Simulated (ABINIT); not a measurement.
MoP:

```
Mo P
1.0
     3.22300    0.00000    0.00000
    -1.61150    2.79120    0.00000
     0.00000    0.00000    3.19100
Mo P
1 1
Direct
  0.00000 0.00000 0.00000
  0.33333 0.66667 0.50000
```

Base run:

```yaml
Program: ABINIT 10.8.3 (patched build)
Functional: PBE
Potentials_or_basis: PseudoDojo NC SR PBE v0.4.1 standard
Cutoff: 1088 eV
k_mesh: 10 × 10 × 8
Occupations: fermi-dirac, width 0.05 eV
Spin: no spin polarisation
```

Its results: band gap on the k mesh none (metal or under the smearing width); pressure 2.7 GPa.

Task: After a change of settings the same cell gave: band gap on the k mesh none (metal or under the smearing width); pressure -7.4 GPa. Which change was it?
A. functional from PBE to LDA; potentials or basis from PseudoDojo NC SR PBE v0.4.1 standard to PseudoDojo NC SR LDA v0.4.1 standard
B. functional from PBE to PBEsol; potentials or basis from PseudoDojo NC SR PBE v0.4.1 standard to PseudoDojo NC SR PBEsol v0.4 stringent
C. functional from PBE to BP86; potentials or basis from PseudoDojo NC SR PBE v0.4.1 standard to JTH PAW PBE v2.0; cutoff from 1088 eV to 544 eV
D. functional from PBE to WC; potentials or basis from PseudoDojo NC SR PBE v0.4.1 standard to JTH PAW PBE v2.0; cutoff from 1088 eV to 544 eV

Result: A.
